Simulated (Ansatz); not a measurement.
# Si (Si, omega (AlB2-type)): the cost of one run

Method: DFT PBE, plane waves (420 eV) with PAW, scalar-relativistic, in Ansatz 0.2.0.

### Step 1. The structure to begin with

The structure is hexagonal, space group P6/mmm (No. 191). Conventional cell: a = 4.394 Å, b = 4.394 Å, c = 2.694 Å, α = 90.00°, β = 90.00°, γ = 120.00°. Si (site symmetry 6/mmm) has 14 Si at 2.69 to 2.87 Å as nearest neighbours. Around Si (site symmetry -6m2) lie 11 Si at 2.54 to 2.87 Å.

Coordinates:

```
Si
1.0
     4.39430    0.00000    0.00000
    -2.19715    3.80557    0.00000
     0.00000    0.00000    2.69371
Si
3
Direct
  0.00000 0.00000 0.00000
  0.33333 0.66667 0.50000
  0.66667 0.33333 0.50000
```

### Step 2. Relaxing cell and atoms

input.yaml reads:

```yaml
crystal:
  lattice:
    - [4.3942991671, 0.0, 0.0]
    - [-2.1971495836, 3.8055747106, 0.0]
    - [0.0, 0.0, 2.6937053894]
  atoms:
    - { symbol: Si, position: [0.0, 0.0, 0.0] }
    - { symbol: Si, position: [0.3333333333, 0.6666666667, 0.5] }
    - { symbol: Si, position: [0.6666666667, 0.3333333333, 0.5] }
hamiltonian:
  xc: pbe
  pseudopotentials:
    kind: paw
    azcp:
      Si: "pseudopotentials/Si.paw.azcp"
basis:
  ecutwfc: 420
  fft_grid_basis: typed
kpoints:
  mp_grid: { grid: [8, 8, 12], shift: [0, 0, 0] }
magnetization:
  spin_polarized: false
scf:
  occupations: { method: fermi_dirac, width: 0.1 }
relax:
  max_steps: 60
  f_tol: 0.01
  cell: {}
```

On the command line:

```sh
$ ansatz run input.yaml --threads 1 --pin off --max-ram 3584MiB --backend cpu --events-out ev --progress --plain --runs-dir out
```

What time and memory should one allow on 1 thread of Intel Xeon Platinum 8259CL at 2.50GHz (Skylake/Cascade Lake), shared host?

About 33 s, with a peak of 0.51 GiB.
